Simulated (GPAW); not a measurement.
# AlNi3 (Fm-3m) in GPAW: further runs

Aim: see how the results for AlNi3 move with the level of theory and the settings. Levels: PBEsol, PBEsol+U. Tasks: band structure.

Program: GPAW 26.7.0. These are calculated values, not measurements. Logs are shortened: lines on timing, memory, paths and dates and some standing lists are left out, and cuts for length are marked. The log counts tension as positive stress, the text compression.

**1. Starting point**

The structure is cubic, space group Fm-3m (No. 225). Conventional cell: a = 5.604 Å, b = 5.604 Å, c = 5.604 Å, α = 90.00°, β = 90.00°, γ = 90.00°. Around Ni (site symmetry -43m) lie 4 Al at 2.43 Å and 4 Ni at 2.43 Å. Ni (site symmetry m-3m) has 8 Ni at 2.43 Å as nearest neighbours. Al (site symmetry m-3m) has 8 Ni at 2.43 Å as nearest neighbours.

The cell comes from a database or a generator and needn't be the stable form of this composition.

**2. Band structure, PBEsol, collinear spin, ferromagnetic start**

run.py

```python
from ase import Atoms
from ase.dft.bandgap import bandgap
from ase.io import write
from ase.units import GPa
from gpaw import GPAW, PW, setup_paths

setup_paths.insert(0, '.')

atoms = Atoms(['Ni', 'Ni', 'Ni', 'Al'],
              cell=[[0.0, 2.8018887551, 2.8018887551],
                    [2.8018887551, 0.0, 2.8018887551],
                    [2.8018887551, 2.8018887551, 0.0]],
              scaled_positions=[[0.75, 0.75, 0.75],
                                [0.0, 0.0, 0.0],
                                [0.25, 0.25, 0.25],
                                [0.5, 0.5, 0.5]],
              pbc=True)
atoms.set_initial_magnetic_moments([1.0, 1.0, 1.0, 0.0])

calc = GPAW(mode=PW(600),
            xc='PBEsol',
            kpts={'size': (7, 7, 7), 'gamma': True},
            occupations={'name': 'fermi-dirac', 'width': 0.05},
            nbands=45,
            convergence={'density': 1e-05, 'energy': 1e-05},
            maxiter=150,
            txt='gpaw.txt')
atoms.calc = calc
energy = atoms.get_potential_energy()
forces = atoms.get_forces()
stress = atoms.get_stress()
calc.write('gs.gpw')
write('result.traj', atoms)
print(f'Energy: {energy:.6f} eV')
print('Forces (eV/A):')
print(forces.round(4))
print('Stress (GPa):', (stress / GPa).round(3))
print('Moments:', calc.get_magnetic_moments().round(3))
print('Fermi level:', round(calc.get_fermi_level(), 4), 'eV')
print(f'Gap: {bandgap(calc)[0]:.4f} eV, direct: {bandgap(calc, direct=True)[0]:.4f} eV')

path = atoms.cell.bandpath('GXWKGLUWLK,UX', npoints=60, eps=1e-4)
bs_calc = calc.fixed_density(kpts=path, symmetry='off', nbands=62,
                             convergence={'bands': 'CBM+6.0', 'eigenstates': 1e-6}, txt='bands.txt')
bs = bs_calc.band_structure()
bs.write('bs.json')
print(f'Gap on the path: {bandgap(bs_calc)[0]:.4f} eV')
```

Potentials or basis: PAW data sets generated in the run's folder for this functional, pw.

On the command line:

```console
gpaw-setup -f PBEsol Al Ni
OMP_NUM_THREADS=1 python run.py
```

gpaw.txt:

```text
__  _  _
 | _ |_)|_||  |
 |__||  | ||/\| - 26.7.0

Input parameters:
  mode=PW(ecut=600.0),
  convergence={'density': 1e-05, 'energy': 1e-05},
  kpts=MonkhorstPack(size=(7, 7, 7), gamma=True),
  maxiter=150,
  nbands=45,
  occupations=Occupations(name='fermi-dirac', width=0.05),
  xc=XC(name='PBEsol')

Diagonalizing LCAO Hamiltonian
Converting LCAO to pw mode

                    Ni

                Al

           Ni

       Ni

Atoms  # Å, Bohr magnetons
|   | symbol |        x |        y |        z |    initial magnetic moments |
|---|--------|----------|----------|----------|-----------------------------|
| 0 |     Ni | 4.202833 | 4.202833 | 4.202833 | ( 0.0000,  0.0000,  1.0000) |
| 1 |     Ni | 0.000000 | 0.000000 | 0.000000 | ( 0.0000,  0.0000,  1.0000) |
| 2 |     Ni | 1.400944 | 1.400944 | 1.400944 | ( 0.0000,  0.0000,  1.0000) |
| 3 |     Al | 2.801889 | 2.801889 | 2.801889 | ( 0.0000,  0.0000,  0.0000) |

Unit cell  # Å
| periodic |        x |        y |        z |  lengths |    angles |
|----------|----------|----------|----------|----------|-----------|
|      yes | 0.000000 | 2.801889 | 2.801889 | 3.962469 | 60.000000 |
|      yes | 2.801889 | 0.000000 | 2.801889 | 3.962469 | 60.000000 |
|      yes | 2.801889 | 2.801889 | 0.000000 | 3.962469 | 60.000000 |

Number of symmetries: 48
Symmetry operations  # r_c * U_cc + t_c -> r_c
|    | kind |            matrix            |
|----|------|------------------------------|
|  0 |  σ   |  1, 0, 0,  1, 0,-1,  1,-1, 0 |
|  1 |  C2  |  1, 0, 0,  1,-1, 0,  1, 0,-1 |
|  2 |  E   |  1, 0, 0,  0, 1, 0,  0, 0, 1 |
|  3 |  σ   |  1, 0, 0,  0, 0, 1,  0, 1, 0 |
|  4 |  C4  |  1, 0,-1,  1, 0, 0,  1,-1, 0 |
|  5 |  S6  |  1, 0,-1,  1,-1, 0,  1, 0, 0 |
|  6 |  σ   |  1, 0,-1,  0, 1,-1,  0, 0,-1 |
|  7 |  C3  |  1, 0,-1,  0, 0,-1,  0, 1,-1 |
|  8 |  S6  |  1,-1, 0,  1, 0, 0,  1, 0,-1 |
|  9 |  C4  |  1,-1, 0,  1, 0,-1,  1, 0, 0 |
| 10 |  C3  |  1,-1, 0,  0,-1, 1,  0,-1, 0 |
| 11 |  σ   |  1,-1, 0,  0,-1, 0,  0,-1, 1 |
| 12 |  σ   |  0, 1, 0,  1, 0, 0,  0, 0, 1 |
| 13 |  C4  |  0, 1, 0,  0, 1,-1, -1, 1, 0 |
| 14 |  C3  |  0, 1, 0,  0, 0, 1,  1, 0, 0 |
| 15 |  S6  |  0, 1, 0, -1, 1, 0,  0, 1,-1 |
| 16 |  C2  |  0, 1,-1,  1, 0,-1,  0, 0,-1 |
| 17 |  σ   |  0, 1,-1,  0, 1, 0, -1, 1, 0 |
| 18 |  S4  |  0, 1,-1,  0, 0,-1,  1, 0,-1 |
| 19 |  C4  |  0, 1,-1, -1, 1, 0,  0, 1, 0 |
| 20 |  C3  |  0, 0, 1,  1, 0, 0,  0, 1, 0 |
| 21 |  σ   |  0, 0, 1,  0, 1, 0,  1, 0, 0 |
| 22 |  S6  |  0, 0, 1,  0,-1, 1, -1, 0, 1 |
| 23 |  C4  |  0, 0, 1, -1, 0, 1,  0,-1, 1 |
| 24 |  S4  |  0, 0,-1,  1, 0,-1,  0, 1,-1 |
| 25 |  C3  |  0, 0,-1,  0, 1,-1,  1, 0,-1 |
| 26 |  C2  |  0, 0,-1,  0,-1, 0, -1, 0, 0 |
| 27 |  S6  |  0, 0,-1, -1, 0, 0,  0,-1, 0 |
| 28 |  S4  |  0,-1, 1,  1,-1, 0,  0,-1, 0 |
| 29 |  C4  |  0,-1, 1,  0, 0, 1, -1, 0, 1 |
| 30 |  C2  |  0,-1, 1,  0,-1, 0,  1,-1, 0 |
| 31 |  σ   |  0,-1, 1, -1, 0, 1,  0, 0, 1 |
| 32 |  C3  |  0,-1, 0,  1,-1, 0,  0,-1, 1 |
| 33 |  S6  |  0,-1, 0,  0, 0,-1, -1, 0, 0 |
| 34 |  S4  |  0,-1, 0,  0,-1, 1,  1,-1, 0 |
| 35 |  C2  |  0,-1, 0, -1, 0, 0,  0, 0,-1 |
| 36 |  C2  | -1, 1, 0,  0, 1, 0,  0, 1,-1 |
| 37 |  S6  | -1, 1, 0,  0, 1,-1,  0, 1, 0 |
| 38 |  S4  | -1, 1, 0, -1, 0, 1, -1, 0, 0 |
| 39 |  C3  | -1, 1, 0, -1, 0, 0, -1, 0, 1 |
| 40 |  S6  | -1, 0, 1,  0, 0, 1,  0,-1, 1 |
| 41 |  C2  | -1, 0, 1,  0,-1, 1,  0, 0, 1 |
| 42 |  C3  | -1, 0, 1, -1, 1, 0, -1, 0, 0 |
| 43 |  S4  | -1, 0, 1, -1, 0, 0, -1, 1, 0 |
| 44 |  C2  | -1, 0, 0,  0, 0,-1,  0,-1, 0 |
| 45 |  i   | -1, 0, 0,  0,-1, 0,  0, 0,-1 |
| 46 |  σ   | -1, 0, 0, -1, 1, 0, -1, 0, 1 |
| 47 |  C2  | -1, 0, 0, -1, 0, 1, -1, 1, 0 |

BZ-sampling:
  Number of BZ points: 343
  Number of IBZ points: 20

  Monkhorst-Pack size: [7, 7, 7]
  Monkhorst-Pack shift: [0, 0, 0]

K-points  # in reciprocal-cell coordinates
|     |                                coordinates |     weight |
|-----|--------------------------------------------|------------|
|   0 | (  0.00000000,   0.00000000,   0.00000000) | 0.00291545 |
|   1 | (  0.14285714,   0.14285714,   0.00000000) | 0.01749271 |
|   2 | (  0.14285714,   0.14285714,   0.14285714) | 0.02332362 |
|   3 | (  0.28571429,   0.14285714,   0.14285714) | 0.03498542 |
|   4 | (  0.28571429,   0.28571429,   0.00000000) | 0.01749271 |
|   5 | (  0.28571429,   0.28571429,   0.14285714) | 0.06997085 |
|   6 | (  0.28571429,   0.28571429,   0.28571429) | 0.02332362 |
|   7 | (  0.42857143,  -0.28571429,  -0.28571429) | 0.03498542 |
|   8 | (  0.42857143,   0.28571429,  -0.42857143) | 0.13994169 |
|   9 | (  0.42857143,   0.28571429,  -0.28571429) | 0.06997085 |
| ... |                                            |            |
|  19 | (  0.42857143,   0.42857143,   0.42857143) | 0.02332362 |

Plane wave coefficients: 1480
Cutoff: 600.0 eV

Spin-components: 2 (collinear spins)
Bands:           45
Projectors:      23
Spin-degeneracy: 1
Datatype:        complex128

Parallelization:
  kpt:    1
  domain: 1
  band:   1

Density:
  Valence electrons: 51.0
  Components: 2
  Grid points: [24 24 24]
  Charge: 0.0  # |e|

Potential:
  Grid points: [24 24 24]

species:
  Ni:
    name:    Nickel
    Z:       28.0
    valence: 16
    core:    12
    charge:  0.0  # [|e|]
    compensation charges:
      type: gauss
      rc: 0.36  # [Å]
      lmax: 2
    cutoffs:
      filter: 2.14  # [Å]
      core: 1.98  # [Å]
    projectors
    | kind |    occ | energy [eV] | rcut [Å] |
    |------|--------|-------------|----------|
    |   4s |  2.000 |      -5.661 |    1.164 |
    |   3p |  6.000 |     -71.261 |    1.207 |
    |   4p |  0.000 |      -1.193 |    1.207 |
    |   3d |  8.000 |      -8.901 |    1.138 |
    |    s |        |      21.550 |    1.164 |
    |    d |        |      18.310 |    1.138 |

    Using partial waves for Ni as LCAO basis

  Al:
    name:    Aluminium
    Z:       13.0
    valence: 3
    core:    10
    charge:  0.0  # [|e|]
    compensation charges:
      type: gauss
      rc: 0.34  # [Å]
      lmax: 2
    cutoffs:
      filter: 1.91  # [Å]
      core: 2.36  # [Å]
    projectors
    | kind |    occ | energy [eV] | rcut [Å] |
    |------|--------|-------------|----------|
    |   3s |  2.000 |      -7.715 |    1.085 |
    |   3p |  1.000 |      -2.689 |    1.085 |
    |    s |        |      19.497 |    1.085 |
    |    p |        |      24.522 |    1.085 |
    |    d |        |       0.000 |    1.085 |

    Using partial waves for Al as LCAO basis

Reference energy: -130587.894217  # eV

eigensolver:
  PPCG
  Converge bands: occupied
  niter=2

density mixing:
  MSR1-Mixer
  Pratt-step length: 0.05
  Maximum mixing coefficient: 0.75
  Old densities: 10
  SVD Regularization: 0.005
  Good broyden scale: 1.0
  Trust region scale: 1.0
  Backstep threshold: 4.0
  History deletion threshold: 6.0
  Fourier metric: weight=20.0, sigma=0.015

occupation numbers:
  Fermi-Dirac:
    width: 0.0500  # eV

poisson solver:
  ecut: 4800.0  # eV

xc functional:
  name: PBEsol with 2 nearest neighbor stencil

convergence criteria:
- Maximum integral of absolute [dens]ity change: 1e-05 electrons / valence electron
- Maximum [total energy] change in last 3 cyles: 1e-05 eV / valence electron
- Maximum integral of absolute [eigenst]ate change: 4e-08 eV^2 / valence electron
maximum number of iterations: 150

SCF iterations
|iter     | |      energy | eigst |  dens |  magmom |
|---------|-|-------------|-------|-------|---------|
|iter:   1| |  -28.844936 | +0.62 |       |  +3.0045|
|iter:   2| |  -28.942478 | -1.36 | -1.14 |  +2.9056|
|iter:   3| |  -29.199427 | -2.77 | -1.24 |  +2.3433|
|iter:   4| |  -29.671789 | -2.49 | -1.33 |  +1.8758|
|iter:   5| |  -29.419368 | -2.13 | -1.30 |  +1.1159|
|iter:   6| |  -29.422190 | -3.11 | -1.67 |  +0.5224|
|iter:   7| |  -29.446442 | -3.72 | -1.98 |  +0.1360|
|iter:   8| |  -29.447575 | -4.07 | -2.10 |  +0.0204|
|iter:   9| |  -29.444387 | -4.11 | -2.35 |  +0.0176|
|iter:  10| |  -29.444341 | -5.53 | -2.93 |  +0.0122|
|iter:  11| |  -29.444362c| -5.90 | -3.28 |  +0.0023|
|iter:  12| |  -29.444380c| -6.01 | -3.41 |  -0.0058|
|iter:  13| |  -29.444409c| -6.70 | -3.61 |  +0.0001|
|iter:  14| |  -29.444408c| -7.92c| -4.22 |  +0.0003|
|iter:  15| |  -29.444407c| -8.21c| -5.07c|  +0.0000|

Converged in 15 steps
Energy contributions relative to reference atoms: (reference = -130587.894217)

Energy contributions:
  Kinetic:          26.730849
  Coulomb:         -17.042261
  Zero:              0.222377
  External:          0.000000
  Xc:              -39.343347
  Entropy:          -0.024049
  Spinorbit:         0.000000
  ----------------------------
  Free energy:     -29.456432
  Extrapolated:    -29.444407

dipole moment: (-11.443499, -11.443499, -11.443499)  # |e|*Ang

Total magnetic moment: (0.000000, 0.000000, 0.000018)

Local magnetic moments
|        x |        y |         z |
|----------|----------|-----------|
| 0.000000 | 0.000000 |  0.000019 |  # Ni   0
| 0.000000 | 0.000000 | -0.000086 |  # Ni   1
| 0.000000 | 0.000000 |  0.000019 |  # Ni   2
| 0.000000 | 0.000000 |  0.000009 |  # Al   3

Fermi level: 8.853
Eigenvalues  # (at kpt = [0.000, 0.000, 0.000])
| band index |      eig [eV] | occ [0-1] |      eig [eV] | occ [0-1] |
|------------|---------------|-----------|---------------|-----------|
|          0 |       -54.461 |     1.000 |       -54.461 |     1.000 |
|        ... |               |           |               |           |
|         17 |         6.410 |     1.000 |         6.410 |     1.000 |
|         18 |         7.946 |     1.000 |         7.946 |     1.000 |
|         19 |         7.946 |     1.000 |         7.946 |     1.000 |
|         20 |         7.946 |     1.000 |         7.946 |     1.000 |
|         21 |         8.302 |     1.000 |         8.302 |     1.000 |
|         22 |         8.302 |     1.000 |         8.302 |     1.000 |
|         23 |         8.337 |     1.000 |         8.337 |     1.000 |
|         24 |         8.337 |     1.000 |         8.337 |     1.000 |
|         25 |        14.297 |     0.000 |        14.297 |     0.000 |
|         26 |        14.297 |     0.000 |        14.297 |     0.000 |
|         27 |        14.297 |     0.000 |        14.297 |     0.000 |
|         28 |        14.827 |     0.000 |        14.827 |     0.000 |
|         29 |        14.827 |     0.000 |        14.827 |     0.000 |
|         30 |        14.827 |     0.000 |        14.827 |     0.000 |
|         31 |        15.938 |     0.000 |        15.938 |     0.000 |
|         32 |        17.481 |     0.000 |        17.481 |     0.000 |
|        ... |               |           |               |           |
|         44 |        36.559 |     0.000 |        37.182 |     0.000 |

No gap
No difference between direct/indirect transitions

Forces  # eV/Ang
|        x |        y |        z |
|----------|----------|----------|
|  0.00000 |  0.00000 |  0.00000 |  # Ni   0
| -0.00000 |  0.00000 |  0.00000 |  # Ni   1
|  0.00000 | -0.00000 | -0.00000 |  # Ni   2
| -0.00000 |  0.00000 |  0.00000 |  # Al   3

Stress tensor  # eV/Ang^3
|         x |         y |         z |
|-----------|-----------|-----------|
| -0.008848 |  0.000000 |  0.000000 |
|  0.000000 | -0.008848 |  0.000000 |
|  0.000000 |  0.000000 | -0.008848 |

# Writing to gs.gpw (mode='')
```

Run time: 6.5 min. Hardware: 1 thread of Arm Neoverse N1, shared host; peak memory 0.45 GiB.

Results:

```
Free energy             : -29.4564 eV
Pressure                : 1.4 GPa
Band gap along the path : none (metal or under the smearing width)
Net moment              : 0.00 μB per cell
```

Levels at the corners of the path, in eV from the Fermi level:
Spin up:
| point | band 23 | band 24 | band 25 | band 26 | band 27 | band 28 | band 29 | band 30 |
| --- | --- | --- | --- | --- | --- | --- | --- | --- |
| Γ | -0.55 | -0.52 | -0.52 | 5.44 | 5.44 | 5.44 | 5.97 | 5.97 |
| X | -0.76 | -0.58 | -0.37 | -0.34 | -0.34 | -0.03 | 4.29 | 4.77 |
| W | -0.61 | -0.61 | -0.54 | -0.09 | -0.01 | -0.01 | 7.57 | 7.60 |
| K | -0.77 | -0.32 | -0.32 | -0.32 | 0.12 | 0.71 | 4.61 | 7.34 |
| Γ | -0.55 | -0.52 | -0.52 | 5.44 | 5.44 | 5.44 | 5.97 | 5.97 |
| L | -0.65 | -0.47 | -0.47 | -0.13 | 4.30 | 4.30 | 4.86 | 4.86 |
| U | -0.77 | -0.32 | -0.32 | -0.32 | 0.12 | 0.71 | 4.61 | 7.34 |
| W | -0.61 | -0.61 | -0.54 | -0.09 | -0.01 | -0.01 | 7.57 | 7.60 |
| L | -0.65 | -0.47 | -0.47 | -0.13 | 4.30 | 4.30 | 4.86 | 4.86 |
| K | -0.77 | -0.32 | -0.32 | -0.32 | 0.12 | 0.71 | 4.61 | 7.34 |
| U | -0.77 | -0.32 | -0.32 | -0.32 | 0.12 | 0.71 | 4.61 | 7.34 |
| X | -0.76 | -0.58 | -0.37 | -0.34 | -0.34 | -0.03 | 4.29 | 4.77 |
Spin down:
| point | band 23 | band 24 | band 25 | band 26 | band 27 | band 28 | band 29 | band 30 |
| --- | --- | --- | --- | --- | --- | --- | --- | --- |
| Γ | -0.55 | -0.52 | -0.52 | 5.44 | 5.44 | 5.44 | 5.97 | 5.97 |
| X | -0.76 | -0.58 | -0.37 | -0.34 | -0.34 | -0.03 | 4.29 | 4.77 |
| W | -0.61 | -0.61 | -0.54 | -0.09 | -0.01 | -0.01 | 7.57 | 7.60 |
| K | -0.77 | -0.32 | -0.32 | -0.32 | 0.12 | 0.71 | 4.61 | 7.34 |
| Γ | -0.55 | -0.52 | -0.52 | 5.44 | 5.44 | 5.44 | 5.97 | 5.97 |
| L | -0.65 | -0.47 | -0.47 | -0.13 | 4.30 | 4.30 | 4.86 | 4.86 |
| U | -0.77 | -0.32 | -0.32 | -0.32 | 0.12 | 0.71 | 4.61 | 7.34 |
| W | -0.61 | -0.61 | -0.54 | -0.09 | -0.01 | -0.01 | 7.57 | 7.60 |
| L | -0.65 | -0.47 | -0.47 | -0.13 | 4.30 | 4.30 | 4.86 | 4.86 |
| K | -0.77 | -0.32 | -0.32 | -0.32 | 0.12 | 0.71 | 4.61 | 7.34 |
| U | -0.77 | -0.32 | -0.32 | -0.32 | 0.12 | 0.71 | 4.61 | 7.34 |
| X | -0.76 | -0.58 | -0.37 | -0.34 | -0.34 | -0.03 | 4.29 | 4.77 |

Caveat: the stock nickel data set gives pressures a few GPa off other programs.

**3. Band structure, PBEsol+U, collinear spin, ferromagnetic start**

Edit run.py of step 2 so:

```diff
@@ -23,2 +23,3 @@
             occupations={'name': 'fermi-dirac', 'width': 0.05},
+            setups={'Ni': ':d,1.0'},
             nbands=45,
```

Potentials or basis: PAW data sets generated in the run's folder for this functional, pw.

On the command line:

```console
gpaw-setup -f PBEsol Al Ni
OMP_NUM_THREADS=1 python run.py
```

Run time: 7.1 min. Hardware: 1 thread of Arm Neoverse N1, shared host; peak memory 0.45 GiB.

Results (log left out):

- Free energy: -27.6369 eV
- Pressure: 0.1 GPa
- Band gap along the path: none (metal or under the smearing width)
- Net moment: 0.00 μB per cell

Levels at the corners of the path, in eV from the Fermi level:
Spin up:
```
point  band 24  band 25  band 26  band 27  band 28  band 29
    Γ    -0.59    -0.59     5.54     5.54     5.54     6.02
    X    -0.62    -0.44    -0.35    -0.35    -0.04     4.38
    W    -0.63    -0.60    -0.11    -0.01    -0.01     7.64
    K    -0.36    -0.34    -0.34     0.12     0.75     4.68
    Γ    -0.59    -0.59     5.54     5.54     5.54     6.02
    L    -0.50    -0.50    -0.14     4.40     4.40     4.91
    U    -0.36    -0.34    -0.34     0.12     0.75     4.68
    W    -0.63    -0.60    -0.11    -0.01    -0.01     7.64
    L    -0.50    -0.50    -0.14     4.40     4.40     4.91
    K    -0.36    -0.34    -0.34     0.12     0.75     4.68
    U    -0.36    -0.34    -0.34     0.12     0.75     4.68
    X    -0.62    -0.44    -0.35    -0.35    -0.04     4.38
```
Spin down:
| point | band 22 | band 23 | band 24 | band 25 | band 26 | band 27 | band 28 | band 29 | band 30 | band 31 |
| --- | --- | --- | --- | --- | --- | --- | --- | --- | --- | --- |
| Γ | -0.59 | -0.59 | -0.59 | -0.59 | 5.54 | 5.54 | 5.54 | 6.02 | 6.02 | 6.02 |
| X | -1.10 | -0.77 | -0.62 | -0.44 | -0.35 | -0.35 | -0.04 | 4.38 | 4.81 | 12.77 |
| W | -0.68 | -0.63 | -0.63 | -0.60 | -0.11 | -0.01 | -0.01 | 7.64 | 7.70 | 7.70 |
| K | -1.00 | -0.81 | -0.36 | -0.34 | -0.34 | 0.12 | 0.75 | 4.68 | 7.42 | 10.27 |
| Γ | -0.59 | -0.59 | -0.59 | -0.59 | 5.54 | 5.54 | 5.54 | 6.02 | 6.02 | 6.02 |
| L | -0.70 | -0.70 | -0.50 | -0.50 | -0.14 | 4.40 | 4.40 | 4.91 | 4.91 | 5.62 |
| U | -1.00 | -0.81 | -0.36 | -0.34 | -0.34 | 0.12 | 0.75 | 4.68 | 7.42 | 10.27 |
| W | -0.68 | -0.63 | -0.63 | -0.60 | -0.11 | -0.01 | -0.01 | 7.64 | 7.70 | 7.70 |
| L | -0.70 | -0.70 | -0.50 | -0.50 | -0.14 | 4.40 | 4.40 | 4.91 | 4.91 | 5.62 |
| K | -1.00 | -0.81 | -0.36 | -0.34 | -0.34 | 0.12 | 0.75 | 4.68 | 7.42 | 10.27 |
| U | -1.00 | -0.81 | -0.36 | -0.34 | -0.34 | 0.12 | 0.75 | 4.68 | 7.42 | 10.27 |
| X | -1.10 | -0.77 | -0.62 | -0.44 | -0.35 | -0.35 | -0.04 | 4.38 | 4.81 | 12.77 |

Caveat: the stock nickel data set gives pressures a few GPa off other programs; the U is typed as a test and isn't derived for this compound. The state reached can hang on the start; a lower one may exist.

(Continued in part 2 of 2.)
